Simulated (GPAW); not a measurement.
InP:

```
CELL_PARAMETERS angstrom
0.00000 2.93050 2.93050
2.93050 0.00000 2.93050
2.93050 2.93050 0.00000
ATOMIC_POSITIONS crystal
In 0.00000 0.00000 0.00000
P 0.75000 0.75000 0.75000
```

Base run:

| Quantity | Value |
| --- | --- |
| Program | GPAW 26.7.0 |
| Functional | PBE |
| Potentials or basis | GPAW PAW data sets (gpaw-data 1.2.1) |
| Cutoff | 450 eV |
| Basis | pw |
| k mesh | 6 × 6 × 6 |
| Occupations | fermi-dirac, width 0.05 eV |
| Spin | no spin polarisation |

Its results: band gap on the k mesh 0.71 eV, direct.

**Question.** The run is repeated on the same cell with these changes: functional from PBE to HSE06. What comes out?

**Answer.** Band gap on the k mesh 1.43 eV, direct.

HSE06 gives the wider gap, since exact exchange removes part of the self-interaction.

Caveats: spin-orbit coupling is left out, which moves the levels of the heavy elements.

